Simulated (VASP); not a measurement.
# Na (P6_3/mmc) in VASP: single point with PBE

Aim: the single point of Na with PBE.

Everything below comes from runs of VASP 6.6.1. Logs are shortened: lines on timing, memory, paths and dates and some standing lists are left out, and cuts for length are marked.

## Step 1: Starting point

The structure is hexagonal, space group P6_3/mmc (No. 194). The conventional cell has a = 3.689 Å, b = 3.689 Å, c = 6.269 Å, α = 90.00°, β = 90.00°, γ = 120.00°. Na (site symmetry -6m2) is surrounded by 12 Na at 3.69 to 3.79 Å.

This isn't the form of Na at room conditions, which is bcc.

## Step 2: Single point, PBE

Contents of INCAR:

```
SYSTEM = Na
  PREC = Accurate
  ENCUT = 520
  EDIFF = 1E-6
  ISMEAR = -1
  SIGMA = 0.05
  LREAL = .False.
  LASPH = .True.
  NELM = 100
  ALGO = Fast
  ISIF = 2
  LWAVE = .False.
  LCHARG = .True.
  GGA = PE
  LELF = .True.
  LVHAR = .True.
  NBANDS = 14
```

Contents of KPOINTS:

```
regular mesh
0
Gamma
  5 5 3
  0 0 0
```

Contents of POSCAR:

```
Na
1.0
    3.6887707041      0.0000000000      0.0000000000
   -1.8443853520      3.1945691385      0.0000000000
    0.0000000000      0.0000000000      6.2691940000
Na
2
Direct
    0.3333333333      0.6666666667      0.2500000000
    0.6666666667      0.3333333333      0.7500000000
```

Potentials or basis: VASP PAW PBE potentials, release 64 (Na_pv).

Launch:

```sh
$ cat potpaw_PBE.64/Na_pv/POTCAR > POTCAR
$ mpirun -np 1 vasp_std > vasp.out
```

OUTCAR:

```text
SYSTEM = Na
   PREC = Accurate
   ENCUT = 520
   EDIFF = 1E-6
   ISMEAR = -1
   LREAL = .False.
   LASPH = .True.
   NELM = 100
   ISIF = 2
   GGA = PE

 ion  position               nearest neighbor table
   1  0.333  0.667  0.250-
   2  0.667  0.333  0.750-

  LATTYP: Found a hexagonal cell.
 ALAT       =     3.6887707041
 C/A-ratio  =     1.6995347510

  Lattice vectors:

 A1 = (   3.6887707041,   0.0000000000,   0.0000000000)
 A2 = (  -1.8443853520,   3.1945691385,   0.0000000000)
 A3 = (   0.0000000000,   0.0000000000,   6.2691940000)

Analysis of symmetry for initial positions (statically):
=====================================================================
 Subroutine PRICEL returns:
 Original cell was already a primitive cell.

 Routine SETGRP: Setting up the symmetry group for a
 hexagonal supercell.

 Subroutine GETGRP returns: Found 24 space group operations
 (whereof 12 operations were pure point group operations)
 out of a pool of 24 trial point group operations.

The static configuration has the point symmetry D_3d.
 The point group associated with its full space group is D_6h.

Analysis of symmetry for dynamics (positions and initial velocities):
=====================================================================
 Subroutine PRICEL returns:
 Original cell was already a primitive cell.

 Routine SETGRP: Setting up the symmetry group for a
 hexagonal supercell.

 Subroutine GETGRP returns: Found 24 space group operations
 (whereof 12 operations were pure point group operations)
 out of a pool of 24 trial point group operations.

The dynamic configuration has the point symmetry D_3d.
 The point group associated with its full space group is D_6h.

 Subroutine INISYM returns: Found 24 space group operations
 (whereof 12 operations are pure point group operations),
 and found     1 'primitive' translations

----------------------------------------------------------------------------------------

                                     Primitive cell

  volume of cell :      73.8764

  direct lattice vectors                    reciprocal lattice vectors
     3.688770704  0.000000000  0.000000000     0.271093023  0.156515630  0.000000000
    -1.844385352  3.194569138  0.000000000     0.000000000  0.313031259  0.000000000
     0.000000000  0.000000000  6.269194000     0.000000000  0.000000000  0.159510138

  length of vectors
     3.688770704  3.688770704  6.269194000     0.313031259  0.313031259  0.159510138

  position of ions in fractional coordinates (direct lattice)
     0.333333333  0.666666667  0.250000000
     0.666666667  0.333333333  0.750000000

  ion indices of the primitive-cell ions
   primitive index   ion index
                 1           1
                 2           2

----------------------------------------------------------------------------------------

 KPOINTS: regular mesh

Automatic generation of k-mesh.
 Grid dimensions read from file:
 generate k-points for:    5    5    3

 Generating k-lattice:

  Cartesian coordinates                     Fractional coordinates (reciprocal lattice)
     0.054218605  0.031303126  0.000000000     0.200000000  0.000000000  0.000000000
     0.000000000  0.062606252  0.000000000     0.000000000  0.200000000  0.000000000
     0.000000000  0.000000000  0.053170046     0.000000000  0.000000000  0.333333333

  Length of vectors
     0.062606252  0.062606252  0.053170046

  Shift w.r.t. Gamma in fractional coordinates (k-lattice)
     0.000000000  0.000000000  0.000000000

 Subroutine IBZKPT returns following result:
 ===========================================

 Found     10 irreducible k-points:

 Following reciprocal coordinates:
            Coordinates               Weight
  0.000000  0.000000  0.000000      1.000000
  0.200000  0.000000  0.000000      6.000000
  0.400000  0.000000  0.000000      6.000000
  0.200000  0.200000  0.000000      6.000000
  0.400000  0.200000  0.000000      6.000000
  0.000000  0.000000  0.333333      2.000000
  0.200000  0.000000  0.333333     12.000000
  0.400000  0.000000  0.333333     12.000000
  0.200000  0.200000  0.333333     12.000000
  0.400000  0.200000  0.333333     12.000000
   k-points           NKPTS =     10   k-points in BZ     NKDIM =     10   number of bands    NBANDS=     14
   number of dos      NEDOS =    301   number of ions     NIONS =      2
   total plane-waves  NPLWV =  37632
   dimension x,y,z NGX =    28 NGY =   28 NGZ =   48
   dimension x,y,z NGXF=    56 NGYF=   56 NGZF=   96
   ions per type =               2
   NGX,Y,Z   is equivalent  to a cutoff of  12.62, 12.62, 12.73 a.u.
   NGXF,Y,Z  is equivalent  to a cutoff of  25.24, 25.24, 25.46 a.u.
 SYSTEM =  Na
   PREC   = accura    normal or accurate (medium, high low for compatibility)
   ISTART =      0    job   : 0-new  1-cont  2-samecut
   ICHARG =      2    charge: 1-file 2-atom 10-const
   ISPIN  =      1    spin polarized calculation?
   LNONCOLLINEAR =      F non collinear calculations
   LSORBIT =      F    spin-orbit coupling
   LASPH  =      T    aspherical Exc in radial PAW
   ENCUT  =  520.0 eV  38.22 Ry    6.18 a.u.   6.86  6.86 11.66*2*pi/ulx,y,z
   NELM   =    100;   NELMIN=  2; NELMDL= -5     # of ELM steps
   EDIFF  = 0.1E-05   stopping-criterion for ELM
   LREAL  =      F    real-space projection
   EDIFFG = 0.1E-04   stopping-criterion for IOM
   NSW    =      0    number of steps for IOM
   IBRION =     -1    ionic relax: 0-MD 1-quasi-New 2-CG
   NFREE  =      0    steps in history (QN), initial steepest desc. (CG)
   ISIF   =      2    stress and relaxation
   ISYM   =      2    0-nonsym 1-usesym 2-fastsym
   POTIM  = 0.5000    time-step for ionic-motion
   TEBEG  =    0.0;   TEEND  =   0.0 temperature during run
   PSTRESS=    0.0 pullay stress
   NELECT =      14.0000    total number of electrons
   NUPDOWN=      -1.0000    fix difference up-down
   EMIN   =  10.00;   EMAX   =-10.00  energy-range for DOS
   EFERMI =   0.00;   METHOD = LEGACY
   ISMEAR =    -1;   SIGMA  =   0.05  broadening in eV -4-tet -1-fermi 0-gaus
   EFERMI_NEDOS =   21; number of points for ismear=-14 and -15
   IALGO  =     68    algorithm
   IMIX   =      4    mixing-type and parameters
     AMIX     =   0.40;   BMIX     =  1.00
     AMIX_MAG =   1.60;   BMIX_MAG =  1.00
  volume/ion in A,a.u.               =      36.94       249.27
  Fermi-wavevector in a.u.,A,eV,Ry     =   0.940334  1.776974 12.030661  0.884229
  Thomas-Fermi vector in A             =   2.067736
   LORBIT       =      0    0 simple, 1 ext, 2 COOP (PROOUT), +10 PAW based schemes
   GGA     = PE    functional components
   LHFCALC =     F    Hartree Fock is set to
   AEXX    =    0.0000 exact exchange contribution
   IVDW    =     0    specifies the selected vdW correction
   LEPSILON=     F    determine dielectric tensor
   LRPA    =     F    only Hartree local field effects (RPA)
 non-spin polarized calculation
 RMM-DIIS sequential band-by-band and
  energy-cutoff  :      520.00
  volume of cell :       73.88
 maximum number of plane-waves:      2007
 NGX is ok and might be reduce to    28
   NGX = 13   NGY = 13   NGZ = 23

 number of electron      14.0000004 magnetization

 Free energy of the ion-electron system (eV)
  ---------------------------------------------------
  ext. energy  EPLUGINS =         0.00000000
  ---------------------------------------------------
  free energy    TOTEN  =        -2.68580760 eV

  energy without entropy =       -2.67555830  energy(sigma->0) =       -2.68068295

 E-fermi :   0.4896     XC(G=0):  -6.5106

 val. band max:       -0.1437227131   @ k =   0.4000   0.0000   0.3333
 cond. band min:       0.5244528401   @ k =   0.2000   0.2000   0.3333
 fundamental gap:      0.6681755532
 Fermi energy:         0.4896181724

 k-point     1 :       0.0000    0.0000    0.0000
  band No.  band energies     occupation
      1     -24.5874      2.00000
      2     -24.5601      2.00000
      3     -24.5601      2.00000
      4     -24.5562      2.00000
      5     -24.5562      2.00000
      6     -24.5557      2.00000
      7      -2.9473      2.00000
      8       0.7228      0.01868
      9       1.0650      0.00002
     10      10.6704      0.00000
     11      10.6704      0.00000
     12      10.6706      0.00000
     13      11.0806      0.00000
     14      11.0806      0.00000

 k-point     2 :       0.2000    0.0000    0.0000
  band No.  band energies     occupation
      1     -24.5832      2.00000
      2     -24.5707      2.00000
      3     -24.5669      2.00000
      4     -24.5632      2.00000
      5     -24.5582      2.00000
      6     -24.5570      2.00000
      7      -2.3404      2.00000
      8       1.2658      0.00000
      9       1.6537      0.00000
     10       6.2924      0.00000
     11       8.8228      0.00000
     12       8.9039      0.00000
     13       9.5367      0.00000
     14      10.6752      0.00000

 k-point     3 :       0.4000    0.0000    0.0000
  band No.  band energies     occupation
      1     -24.5882      2.00000
      2     -24.5838      2.00000
      3     -24.5746      2.00000
      4     -24.5680      2.00000
      5     -24.5617      2.00000
      6     -24.5609      2.00000
      7      -0.5621      2.00000
      8       2.2064      0.00000
      9       2.9050      0.00000
     10       3.5770      0.00000
     11       5.6623      0.00000
     12       6.0754      0.00000
     13       7.9170      0.00000
     14       8.8656      0.00000
[... 86 lines left out ...]
 k-point     9 :       0.2000    0.2000    0.3333
  band No.  band energies     occupation
      1     -24.5834      2.00000
      2     -24.5820      2.00000
      3     -24.5697      2.00000
      4     -24.5688      2.00000
      5     -24.5650      2.00000
      6     -24.5611      2.00000
      7      -0.7245      2.00000
      8       0.5245      0.66509
      9       4.7573      0.00000
     10       4.7669      0.00000
     11       5.5729      0.00000
     12       6.3726      0.00000
     13       6.5724      0.00000
     14       9.2410      0.00000

 k-point    10 :       0.4000    0.2000    0.3333
  band No.  band energies     occupation
      1     -24.5884      2.00000
      2     -24.5863      2.00000
      3     -24.5751      2.00000
      4     -24.5717      2.00000
      5     -24.5651      2.00000
      6     -24.5623      2.00000
      7       1.4620      0.00000
      8       1.6184      0.00000
      9       2.7632      0.00000
     10       2.8787      0.00000
     11       4.5480      0.00000
     12       5.6787      0.00000
     13       7.6395      0.00000
     14       8.1630      0.00000

------------------------ aborting loop because EDIFF is reached ----------------------------------------

  FORCE on cell =-STRESS in cart. coord.  units (eV):
  Direction    XX          YY          ZZ          XY          YZ          ZX
  --------------------------------------------------------------------------------------
  -------------------------------------------------------------------------------------
  Total        0.0954000      0.0954000     -0.2828112      0.0000000      0.0000000      0.0000000
  in kB        2.0689653      2.0689653     -6.1334039      0.0000000      0.0000000      0.0000000
  external PRESSURE =      -0.6651578 kB  Pullay stress =       0.0000000 kB

 VOLUME and BASIS-vectors are now :
 -----------------------------------------------------------------------------
  energy-cutoff  :      520.00
  volume of cell :       73.88
      direct lattice vectors                 reciprocal lattice vectors
     3.688770704  0.000000000  0.000000000     0.271093023  0.156515630  0.000000000
    -1.844385352  3.194569138  0.000000000     0.000000000  0.313031259  0.000000000
     0.000000000  0.000000000  6.269194000     0.000000000  0.000000000  0.159510138

 POSITION                                       TOTAL-FORCE (eV/Angst)
 -----------------------------------------------------------------------------------
     -0.00000      2.12971      1.56730        -0.000000      0.000000     -0.000000
      1.84439      1.06486      4.70190         0.000000     -0.000000      0.000000
 -----------------------------------------------------------------------------------
    total drift:                               -0.000000      0.000000      0.000000

  FREE ENERGIE OF THE ION-ELECTRON SYSTEM (eV)
  ---------------------------------------------------
  free  energy   TOTEN  =        -2.6858075975 eV

  energy  without entropy=       -2.6755583037  energy(sigma->0) =       -2.68068295
```

It took 8.8 s on 1 thread of Intel Xeon Platinum 8259CL at 2.50GHz (Skylake/Cascade Lake), shared host; peak memory 0.17 GiB.

Results:

| Quantity | Value |
| --- | --- |
| Free energy | -2.6858 eV |
| Pressure | -0.1 GPa |
| Band gap on the k mesh | none (metal or under the smearing width) |

Caveat: the k mesh is coarse (spacing up to 0.39 Å⁻¹), so the values aren't converged.
